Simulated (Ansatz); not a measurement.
# SnTe (Fm-3m) in Ansatz: a series of runs, part 2 of 2

Ansatz 0.2.0.

**4. Single point, RPBE+D4, 29.40 Å³/atom (volume scaled by 0.94)**

Input file input.yaml:

```yaml
crystal:
  lattice:
    - [0.0, 3.0865288906, 3.0865288906]
    - [3.0865288906, 0.0, 3.0865288906]
    - [3.0865288906, 3.0865288906, 0.0]
  atoms:
    - { symbol: Te, position: [0.5, 0.5, 0.5] }
    - { symbol: Sn, position: [0.0, 0.0, 0.0] }
hamiltonian:
  xc: rpbe
  pseudopotentials: { kind: paw }
  dispersion: d4
kpoints:
  mp_grid: { grid: [7, 7, 7] }
scf:
  occupations: { method: fermi_dirac, width: 0.05 }
output:
  forces: true
  stress: true
  eigenvalues: true
```

Started as:

```console
> ansatz run input.yaml --threads 2 --pin off --max-ram 5120MiB --backend cpu --events-out ev --progress --plain --runs-dir out
```

Run time: 1.1 s. Hardware: 2 threads of Intel Xeon Platinum 8259CL at 2.50GHz (Skylake/Cascade Lake), shared host; peak memory 0.39 GiB.

Results (log left out):

- Free energy: -13023.7041 eV
- Pressure: 2.5 GPa

Caveat: this odd mesh misses L, where the gap lies, so gap, dielectric constants and Born charges aren't listed; the PAW data sets come from PBE, with cores solved anew for the run's functional, which leaves a small shift of forces and pressure.

**5. Single point, RPBE+D4, 30.03 Å³/atom (volume scaled by 0.96)**

input.yaml, as its differences from that of step 4:

```diff
@@ -2,5 +2,5 @@
   lattice:
-    - [0.0, 3.0865288906, 3.0865288906]
-    - [3.0865288906, 0.0, 3.0865288906]
-    - [3.0865288906, 3.0865288906, 0.0]
+    - [0.0, 3.1082657258, 3.1082657258]
+    - [3.1082657258, 0.0, 3.1082657258]
+    - [3.1082657258, 3.1082657258, 0.0]
   atoms:
```

Started as:

```console
> ansatz run input.yaml --threads 2 --pin off --max-ram 5120MiB --backend cpu --events-out ev --progress --plain --runs-dir out
```

Wall time 1.1 s (2 threads of Intel Xeon Platinum 8259CL at 2.50GHz (Skylake/Cascade Lake), shared host); peak memory 0.39 GiB.

It converged, with:

- Free energy: -13023.7187 eV
- Pressure: 1.3 GPa

Caveat: this odd mesh misses L, where the gap lies, so gap, dielectric constants and Born charges aren't listed; the PAW data sets come from PBE, with cores solved anew for the run's functional, which leaves a small shift of forces and pressure.

**6. Single point, RPBE+D4, 30.66 Å³/atom (volume scaled by 0.98)**

input.yaml, as its differences from that of step 5:

```diff
@@ -2,5 +2,5 @@
   lattice:
-    - [0.0, 3.1082657258, 3.1082657258]
-    - [3.1082657258, 0.0, 3.1082657258]
-    - [3.1082657258, 3.1082657258, 0.0]
+    - [0.0, 3.1297027185, 3.1297027185]
+    - [3.1297027185, 0.0, 3.1297027185]
+    - [3.1297027185, 3.1297027185, 0.0]
   atoms:
```

Potentials or basis: Ansatz PAW.

Started as:

```console
> ansatz run input.yaml --threads 2 --pin off --max-ram 5120MiB --backend cpu --events-out ev --progress --plain --runs-dir out
```

Wall time 1.2 s (2 threads of Intel Xeon Platinum 8259CL at 2.50GHz (Skylake/Cascade Lake), shared host); peak memory 0.39 GiB.

It converged, with:

| Quantity | Value |
| --- | --- |
| Free energy | -13023.7248 eV |
| Pressure | 0.3 GPa |

Caveat: this odd mesh misses L, where the gap lies, so gap, dielectric constants and Born charges aren't listed; the PAW data sets come from PBE, with cores solved anew for the run's functional, which leaves a small shift of forces and pressure.

**7. Single point, RPBE+D4, 31.28 Å³/atom**

input.yaml, as its differences from that of step 6:

```diff
@@ -2,5 +2,5 @@
   lattice:
-    - [0.0, 3.1297027185, 3.1297027185]
-    - [3.1297027185, 0.0, 3.1297027185]
-    - [3.1297027185, 3.1297027185, 0.0]
+    - [0.0, 3.15085, 3.15085]
+    - [3.15085, 0.0, 3.15085]
+    - [3.15085, 3.15085, 0.0]
   atoms:
```

Started as:

```console
> ansatz run input.yaml --threads 2 --pin off --max-ram 5120MiB --backend cpu --events-out ev --progress --plain --runs-dir out
```

Wall time 1.2 s (2 threads of Intel Xeon Platinum 8259CL at 2.50GHz (Skylake/Cascade Lake), shared host); peak memory 0.4 GiB.

Results (log left out):

- Free energy: -13023.7233 eV
- Pressure: -0.6 GPa

Caveat: this odd mesh misses L, where the gap lies, so gap, dielectric constants and Born charges aren't listed; the PAW data sets come from PBE, with cores solved anew for the run's functional, which leaves a small shift of forces and pressure.

**8. Single point, RPBE+D4, 31.91 Å³/atom (volume scaled by 1.02)**

input.yaml, as its differences from that of step 7:

```diff
@@ -2,5 +2,5 @@
   lattice:
-    - [0.0, 3.15085, 3.15085]
-    - [3.15085, 0.0, 3.15085]
-    - [3.15085, 3.15085, 0.0]
+    - [0.0, 3.1717171644, 3.1717171644]
+    - [3.1717171644, 0.0, 3.1717171644]
+    - [3.1717171644, 3.1717171644, 0.0]
   atoms:
```

Started as:

```console
> ansatz run input.yaml --threads 2 --pin off --max-ram 5120MiB --backend cpu --events-out ev --progress --plain --runs-dir out
```

Run time: 1.2 s. Hardware: 2 threads of Intel Xeon Platinum 8259CL at 2.50GHz (Skylake/Cascade Lake), shared host; peak memory 0.4 GiB.

Results (log left out):

* Free energy: -13023.7151 eV
* Pressure: -1.5 GPa

Caveat: this odd mesh misses L, where the gap lies, so gap, dielectric constants and Born charges aren't listed; the PAW data sets come from PBE, with cores solved anew for the run's functional, which leaves a small shift of forces and pressure.

**9. Single point, RPBE+D4, 32.53 Å³/atom (volume scaled by 1.04)**

input.yaml, as its differences from that of step 8:

```diff
@@ -2,5 +2,5 @@
   lattice:
-    - [0.0, 3.1717171644, 3.1717171644]
-    - [3.1717171644, 0.0, 3.1717171644]
-    - [3.1717171644, 3.1717171644, 0.0]
+    - [0.0, 3.1923133075, 3.1923133075]
+    - [3.1923133075, 0.0, 3.1923133075]
+    - [3.1923133075, 3.1923133075, 0.0]
   atoms:
@@ -20 +20,5 @@
   eigenvalues: true
+  write_density: true
+  write_potential: true
+  elf: true
+  volumetric_format: npy
```

Potentials or basis: Ansatz PAW.

Started as:

```console
> ansatz run input.yaml --threads 2 --pin off --max-ram 5120MiB --backend cpu --events-out ev --progress --plain --runs-dir out
```

It took 1.8 s on 2 threads of Intel Xeon Platinum 8259CL at 2.50GHz (Skylake/Cascade Lake), shared host; peak memory 0.41 GiB.

Results (log left out):

| Quantity | Value |
| --- | --- |
| Free energy | -13023.7008 eV |
| Pressure | -2.2 GPa |

Caveat: this odd mesh misses L, where the gap lies, so gap, dielectric constants and Born charges aren't listed; the PAW data sets come from PBE, with cores solved anew for the run's functional, which leaves a small shift of forces and pressure.

**10. Single point, RPBE+D4, 33.16 Å³/atom (volume scaled by 1.06)**

Input file input.yaml:

```yaml
crystal:
  lattice:
    - [0.0, 3.2126470615, 3.2126470615]
    - [3.2126470615, 0.0, 3.2126470615]
    - [3.2126470615, 3.2126470615, 0.0]
  atoms:
    - { symbol: Te, position: [0.5, 0.5, 0.5] }
    - { symbol: Sn, position: [0.0, 0.0, 0.0] }
hamiltonian:
  xc: rpbe
  pseudopotentials: { kind: paw }
  dispersion: d4
kpoints:
  mp_grid: { grid: [7, 7, 7] }
scf:
  occupations: { method: fermi_dirac, width: 0.05 }
output:
  forces: true
  stress: true
  eigenvalues: true
```

Started as:

```console
> ansatz run input.yaml --threads 2 --pin off --max-ram 5120MiB --backend cpu --events-out ev --progress --plain --runs-dir out
```

Wall time 1.3 s (2 threads of Intel Xeon Platinum 8259CL at 2.50GHz (Skylake/Cascade Lake), shared host); peak memory 0.4 GiB.

The run converged. Its results:

```yaml
Free_energy: -13023.6819 eV
Pressure: -2.6 GPa
```

Caveat: this odd mesh misses L, where the gap lies, so gap, dielectric constants and Born charges aren't listed; the PAW data sets come from PBE, with cores solved anew for the run's functional, which leaves a small shift of forces and pressure.

**11. Equation of state, RPBE+D4**

This step only gathers the single runs of the series.

Results:

```
Equilibrium volume                      : 30.83 Å³/atom
Bulk modulus                            : 46 GPa
Pressure derivative of the bulk modulus : 5.7 (rough: it moves with the points fitted)
```

Energy against volume, from the lowest point:
| volume (Å³/atom) | energy (meV/atom) |
| --- | --- |
| 29.404 | 10.39 |
| 30.030 | 3.07 |
| 30.656 | 0.00 |
| 31.281 | 0.75 |
| 31.907 | 4.89 |
| 32.532 | 12.00 |
| 33.158 | 21.46 |

Caveat: the potentials were made for another functional, which shifts forces and pressure; this odd mesh misses L, where the gap lies, so gap, dielectric constants and Born charges aren't listed. The run has no spin-orbit coupling, so splittings on Te are missing.

**12. How close it comes**

Step 2. Measured direct gap of SnTe: 0.18 eV (direct; 300 K; a printed reference work, textbook). This calculation gives 0.14 eV (-0.04 eV). Spin-orbit coupling on Sn, Te is left out. The value is that of PBEsol, without temperature or zero-point motion. Semilocal functionals fall short of measured gaps as a rule.

Step 3. Against the measured gap of SnTe, 0.18 eV (direct; 300 K; a printed reference work, textbook), the calculated 0.14 eV is off by -0.04 eV. Spin-orbit coupling on Sn, Te is left out. The value is that of PBEsol on a finite k mesh, which can miss the band edges, without temperature or zero-point motion. Semilocal functionals fall short of measured gaps as a rule.
